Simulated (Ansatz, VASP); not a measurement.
## WC in VASP and in Ansatz

```
W C
1.0
     2.85371    0.00000    0.00000
    -1.42686    2.47139    0.00000
     0.00000    0.00000    2.92253
W C
1 1
Direct
  0.00000 0.00000 0.00000
  0.66667 0.33333 0.50000
```

Alike in both runs: task single point; functional PBEsol; k mesh 21 × 21 × 18; occupations gaussian, width 0.15 eV; no spin polarisation.

|  | VASP | Ansatz |
| --- | --- | --- |
| version | VASP 6.6.1 | Ansatz 0.2.0 |
| potentials or method | VASP PAW PBE potentials, release 64 (W_sv, C) | scalar-relativistic, plane waves, PAW |
| plane-wave cutoff (eV) | 520 | 420 |
| valence electrons in the cell | 18 | 18 |

Ansatz gave:

| Quantity | Value |
| --- | --- |
| gap on the k mesh at the Fermi level (eV) | none |
| pressure (GPa) | -2.1 |
| largest component of the traceless stress (GPa) | 23.46 |

Question: Estimate VASP's values.

Answer: gap on the k mesh at the Fermi level (eV): none; pressure (GPa): -0.9; largest component of the traceless stress (GPa): 23.26.

A gap of «none» marks a metal or a gap that the smearing closes. The functional is the same, so the differences come from potentials, cutoffs and numerics.

Caveats: the PAW data sets were made with another functional, which shifts forces and pressure a little (VASP). Spin-orbit coupling is left out, which matters for the levels of W.
